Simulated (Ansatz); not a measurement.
# Formation energy and levels of the substitutional impurity F_O in BaHfO3 (Pm-3m)

Wanted: the transition levels of a substitutional impurity in BaHfO3 (Pm-3m), from a cell of 60 host atoms with 1 O taken out and 1 F put in.

Method: place-levels on PBEsol runs: charge-transition levels and formation energies with image-charge correction and potential alignment at the atomic sites, in Ansatz 0.2.0.

Most raw output is cut from this account.

**1. Starting point**

The cell holds 60 atoms: 12 Ba, 12 Hf, 35 O and 1 F. Cell: a = 9.297 Å, b = 11.759 Å, c = 8.315 Å, α = 90.0°, β = 90.0°, γ = 108.4°. It derives from BaHfO3 (space group Pm-3m). Nearest the centre at fractional (0.500, 0.500, 0.250): F41 at 0.00 Å, Hf6 at 2.08 Å, Hf35 at 2.08 Å, O45 at 2.94 Å, O13 at 2.94 Å, O14 at 2.94 Å, Ba17 at 2.94 Å, O44 at 2.94 Å.

As a file:

```xyz
60
Lattice="8.3152 4.1576 0.0000 -8.3152 8.3152 0.0000 0.0000 0.0000 8.3152" Properties=species:S:1:pos:R:3 pbc="T T T"
Ba    0.0000    0.0000    0.0000
Ba    0.0000    4.1576    0.0000
Ba    4.1576    4.1576    0.0000
Hf   -2.0788    2.0788    2.0788
Hf    2.0788    2.0788    2.0788
Hf    2.0788    6.2364    2.0788
O    -2.0788    2.0788    0.0000
O     2.0788    2.0788    0.0000
O     2.0788    6.2364    0.0000
O     0.0000    2.0788    2.0788
O     4.1576    2.0788    2.0788
O     4.1576    6.2364    2.0788
O    -2.0788    4.1576    2.0788
O     2.0788    4.1576    2.0788
O     6.2364    4.1576    2.0788
Ba    0.0000    0.0000    4.1576
Ba    0.0000    4.1576    4.1576
Ba    4.1576    4.1576    4.1576
Hf   -2.0788    2.0788    6.2364
Hf    2.0788    2.0788    6.2364
Hf    2.0788    6.2364    6.2364
O    -2.0788    2.0788    4.1576
O     2.0788    2.0788    4.1576
O     2.0788    6.2364    4.1576
O     0.0000    2.0788    6.2364
O     4.1576    2.0788    6.2364
O     4.1576    6.2364    6.2364
O    -2.0788    4.1576    6.2364
O     2.0788    4.1576    6.2364
O     6.2364    4.1576    6.2364
Ba   -4.1576    4.1576    0.0000
Ba   -4.1576    8.3152    0.0000
Ba    0.0000    8.3152    0.0000
Hf   -6.2364    6.2364    2.0788
Hf   -2.0788    6.2364    2.0788
Hf   -2.0788   10.3940    2.0788
O    -6.2364    6.2364    0.0000
O    -2.0788    6.2364    0.0000
O    -2.0788   10.3940    0.0000
O    -4.1576    6.2364    2.0788
F     0.0000    6.2364    2.0788
O     0.0000   10.3940    2.0788
O    -6.2364    8.3152    2.0788
O    -2.0788    8.3152    2.0788
O     2.0788    8.3152    2.0788
Ba   -4.1576    4.1576    4.1576
Ba   -4.1576    8.3152    4.1576
Ba    0.0000    8.3152    4.1576
Hf   -6.2364    6.2364    6.2364
Hf   -2.0788    6.2364    6.2364
Hf   -2.0788   10.3940    6.2364
O    -6.2364    6.2364    4.1576
O    -2.0788    6.2364    4.1576
O    -2.0788   10.3940    4.1576
O    -4.1576    6.2364    6.2364
O     0.0000    6.2364    6.2364
O     0.0000   10.3940    6.2364
O    -6.2364    8.3152    6.2364
O    -2.0788    8.3152    6.2364
O     2.0788    8.3152    6.2364
```

Known beforehand: the electronic dielectric constant, 4.76, and the static one, 48.60, computed on the host (DFPT, PBEsol).

The cell's shortest repeat is 8.3 Å.

**2. What was run first**

A transition level is the Fermi level at which two charge states cost the same, so each charge needs its own total energy, at its own relaxed structure.

Each atom starts 0.05 Å or so off its site in a random direction: a symmetric start keeps its symmetry, and would miss off-centre moves and Jahn–Teller distortions. Forces are taken at one point at (¼, ¼, ¼). The cell holds 1 electron fewer than the neutral one, with a uniform background that keeps it neutral on the whole.

One of the inputs; charge, spin and start change from state to state.

qp1.relax/input.yaml reads:

```yaml
crystal:
  lattice:
    - [8.3151874, 4.1575937, 0.0]
    - [-4.1575937, 4.1575937, 0.0]
    - [0.0, 0.0, 4.1575937]
  atoms:
    - { symbol: Ba, position: [0.0, 0.0, 0.0] }
    - { symbol: Ba, position: [0.33333333, 0.66666667, 0.0] }
    - { symbol: Ba, position: [0.66666667, 0.33333333, 0.0] }
    - { symbol: Hf, position: [0.0, 0.5, 0.5] }
    - { symbol: Hf, position: [0.33333333, 0.16666667, 0.5] }
    - { symbol: Hf, position: [0.66666667, 0.83333333, 0.5] }
    - { symbol: O, position: [0.0, 0.5, 0.0] }
    - { symbol: O, position: [0.33333333, 0.16666667, 0.0] }
    - { symbol: O, position: [0.66666667, 0.83333333, 0.0] }
    - { symbol: O, position: [0.16666667, 0.33333333, 0.5] }
    - { symbol: O, position: [0.5, 0.0, 0.5] }
    - { symbol: O, position: [0.83333333, 0.66666667, 0.5] }
    - { symbol: O, position: [0.16666667, 0.83333333, 0.5] }
    - { symbol: O, position: [0.5, 0.5, 0.5] }
    - { symbol: O, position: [0.83333333, 0.16666667, 0.5] }
  supercell: [1, 2, 2]
  defects: [{ substitution: { at: 40, symbol: F } }]
total_charge: 1
basis:
  ecutwfc: 420
  xc_grid: 2
hamiltonian:
  xc: pbesol
kpoints:
  mp_grid: { grid: [1, 1, 1], shift: [0.25, 0.25, 0.25] }
scf:
  occupations: { method: fixed }
  max_iter: 100
output:
  forces: true
  charged_corrections: { epsilon: 4.76, static_epsilon: 48.6 }
relax:
  f_tol: 0.02
  max_steps: 80
  random_displacement: { amplitude: 0.05, seed: 2646 }
checkpoint:
  write: "../qp1.relax.run"
  compress: false
  write_wavefunctions: true
  write_every: 100000
```

Command:

```bash
$ ansatz run input.yaml --threads 4 --pin off --max-ram 6594MiB --backend cpu --events-out ev --progress --plain --runs-dir out
```

The relaxed structure is kept and the sampling changed to a 2×2×2 shifted mesh.

The run of this state that the levels use, under PBEsol:

qp1.point/input.yaml reads:

```yaml
crystal:
  checkpoint: "../qp1.relax.run"
  host: checkpoint
total_charge: 1
basis:
  ecutwfc: 420
  xc_grid: 2
hamiltonian:
  xc: pbesol
kpoints:
  mp_grid: { grid: [2, 2, 2], shift: [0.5, 0.5, 0.5] }
scf:
  occupations: { method: fermi_dirac, width: 0.01 }
  max_iter: 100
output:
  forces: true
  eigenvalues: true
  charged_corrections:
    epsilon: 4.76
    static_epsilon: 48.6
    defect_position: [0.5, 0.5, 0.25]
  eigenstates: { localisation: true }
  populations: true
  band_densities: [{ bands: [v1, v1] }, { bands: [c1, c1] }]
  write_density: true
  write_potential: true
  volumetric_format: npy
checkpoint:
  read: "../qp1.relax.run"
  write: "../qp1.point.run"
  compress: false
  write_wavefunctions: false
  write_every: 100000
```

Relaxations under PBEsol at one point at (¼, ¼, ¼); times on 4 threads of Arm Neoverse V2, shared host:

| charge | moment (μB) | occupations | outcome | steps | largest displacement against the far atoms (Å) | time |
| --- | --- | --- | --- | --- | --- | --- |
| 0 | 1 | fixed | converged | 5 | 0.13 | 3 min |
| +1 | 0 | fixed | converged | 6 | 0.13 | 1.7 min |

Single points under PBEsol at a 2×2×2 shifted mesh; times on 4 threads of Arm Neoverse V2, shared host:

| charge | moment (μB) | occupations | outcome | time |
| --- | --- | --- | --- | --- |
| 0 | 1 | fermi-dirac | converged | 5.4 min |
| +1 | 0 | fermi-dirac | converged | 2.1 min |

Distances (Å) from F41 to the nearest atoms after relaxation with PBEsol:

| charge | moment (μB) | 1. | 2. | 3. | 4. | 5. | 6. |
| --- | --- | --- | --- | --- | --- | --- | --- |
| 0 | 1 | Hf 2.20 | Hf 2.21 | O 2.87 | O 2.88 | O 2.90 | O 2.90 |
| +1 | 0 | Hf 2.21 | Hf 2.21 | O 2.88 | O 2.88 | O 2.89 | O 2.89 |

**3. Placing the levels, PBEsol**

A charged cell interacts with its images and the background, and its potential has another zero than the host's. place-levels removes the first by a point-charge model, screened by the static dielectric constant since the ions have relaxed around the charge, and the second by comparing potentials at atoms far from the defect.

The host is a run of the defect-free crystal in the same cutoffs, grids and k-points, so that basis and sampling errors cancel in part in the differences. The host is run in a cell of 15 atoms on a matching mesh. Its band edges are searched through the zone by a band path, so the gap is smaller than, or equal to, that on the mesh. Chemical potentials are energies per atom of O (O2 molecule) and F (F2 molecule), run with the same functional and cutoff.

levels.point.yaml reads:

```yaml
host:
  run: host.point.run
states: [q0_M1.point.run, qp1.point.run]
geometry_from:
  q0_M1.point.run: q0_M1.relax.run
  qp1.point.run: qp1.relax.run
chemical_potentials:
  O:
    energy: -558.282649
    dataset: "<sha256 of the dataset>"
  F:
    energy: -797.642924
    dataset: <sha256 of the dataset>
```

Command:

```bash
$ ansatz place-levels levels.point.yaml -- --threads 4 --pin off --max-ram 6594MiB
```

Run time: 0.13 s. Hardware: 4 threads of Arm Neoverse V2, shared host.

Levels between the charges placed, in eV above the valence top:

|  | gap (eV) | (+1/0) |
| --- | --- | --- |
| PBEsol | 3.58 | 3.58 |

Corrections by state:

| charge | moment (μB) | image terms and alignment (eV) | band filling (eV) | ε used | over the lowest of its charge, as the program ranks them, band filling apart (eV) |
| --- | --- | --- | --- | --- | --- |
| +1 | 0.0 | 0.046 | - | 48.60 | 0.000 |
| 0 | 1.0 | 0.000 | -0.406 | - | 0.000 |

From the program's caveats on the states, each cut to its opening words:

- charge +1: how wide its charge is, is not read beside other atoms or cores, and a band state would take no correction
- charge +1: its displacements don't fall off away from the defect: farther atoms stand 0.012 Å off the host's places
- charge 0 (1 μB): a band-filling correction moves a carrier to the host's band edge, which changes its energy by -0.406 eV
- charge 0 (1 μB): its displacements don't fall off away from the defect: farther atoms stand 0.013 Å off the host's places

Chemical potentials of the elements' reference phases, run alike. Formation energies (elemental references), with the Fermi level at the valence top and at the conduction bottom (gap 3.58 eV):

| charge | at valence top (eV) | at conduction bottom (eV) | correction included (eV) |
| --- | --- | --- | --- |
| +1 | -2.71 | 0.87 | 0.05 |
| 0 | 0.87 | 0.87 | -0.41 |

(Fermi level (eV), lowest formation energy (eV)): (0.00, -2.71), (0.33, -2.39), (0.65, -2.06), (0.98, -1.74), (1.30, -1.41), (1.63, -1.09), (1.96, -0.76), (2.28, -0.43), (2.61, -0.11), (2.93, 0.22), (3.26, 0.54), (3.58, 0.87)

The lowest state changes at 3.58 eV (+1/0) above the valence top. The formation energy turns negative for some Fermi levels (elemental references), which would push the Fermi level away from there.

**4. Effect of the sampling**

The relaxations' own energies give the levels at their sampling, for comparison.

levels.relax_mesh.yaml is levels.point.yaml with these lines changed:

```diff
-  run: host.point.run
-states: [q0_M1.point.run, qp1.point.run]
-geometry_from:
-  q0_M1.point.run: q0_M1.relax.run
-  qp1.point.run: qp1.relax.run
+  run: host.relax.run
+states: [q0_M1.relax.run, qp1.relax.run]
```

Command:

```bash
$ ansatz place-levels levels.relax_mesh.yaml -- --threads 4 --pin off --max-ram 6594MiB
```

Levels between neighbouring charges, in eV above the valence top:

|  | gap (eV) | (+1/0) |
| --- | --- | --- |
| one point at (¼, ¼, ¼) | 3.59 | 3.59 |
| a 2×2×2 shifted mesh | 3.58 | 3.58 |

Going from one point at (¼, ¼, ¼) to a 2×2×2 shifted mesh moves formation energies against the elements by up to 0.02 eV; band-filling terms, which differ between samplings, are in these energies.

**5. What a wrong or other choice does**

In this try the input is made faulty on purpose, to show what that does.

Another version of the file is tried.

levels.try0.yaml is levels.point.yaml with these lines changed:

```diff
-  run: host.point.run
+  run: q0_M1.point.run
```

Command:

```bash
$ ansatz place-levels levels.try0.yaml -- --threads 4 --pin off --max-ram 6594MiB
```

The change: a defect cell named as host.

The command refused this file.

**6. What came out**

```json
{"gap of the host": "3.58 eV (PBEsol)", "level (plus 1/0)": "3.58 eV above the valence top, at the conduction bottom (3.99 eV above the valence top without the band-filling term)", "lowest of the charges placed, just above the valence top (0.02 eV)": "+1", "lowest of the charges placed, just below the conduction bottom (0.02 eV)": "+1", "lowest formation energy at mid-gap of the charges run, elemental references": "-0.92 eV"}
```

In words: Of the charges placed (0 and +1), +1 is the lowest from 0.02 eV above the valence top to 0.02 eV below the conduction bottom, a gap of 3.58 eV. Charges above +1 and below 0 were not placed, so these runs say nothing of levels that involve them. States placed: +1 at 0 μB; 0 at 1 μB. Other spin states or structures, where not listed, weren't placed. The program finds carriers beyond a band edge of the host and adds a band-filling term at charge 0 (-0.41 eV); steps to such a charge show no bound level, and a defect level inside a band would be read the same way. F is taken at its element; compounds, which aren't counted here, bound the chemical potentials and would shift these formation energies. Going from one point at (¼, ¼, ¼) to a 2×2×2 shifted mesh moves formation energies against the elements by up to 0.02 eV; band-filling terms, which differ between samplings, are in these energies. What this leaves open: the images are only 8.3 Å apart; the static dielectric constant is over ten times the electronic one, which points to a soft mode and may be far too large; PBEsol makes the gap too small and tends to spread out bound carriers; where a gas molecule sets a chemical potential or the host's formation energy, its binding is uncorrected; spin–orbit coupling, which can matter with heavy atoms, is left out.

[Logs are printed without paths, hosts, clocks, repeated set-up lines and the standing remarks that a program may print on its own settings, such as how far it seeks lower states.]

[Hosts, paths, dates, database ids (printed as entryN), source tags and the programs' standing remarks are cut or masked in the printed files.]

[Where a table of states has a column of steps, it counts the stored structures, which are thinned; the runs took as many ionic steps or more.]

[A defect's name tells the site on which it was built; relaxed atoms can leave that site.]

[For some hosts the program warned that the k-mesh of the response run may be too coarse for force constants and the static dielectric constant; such warnings are not shown here.]
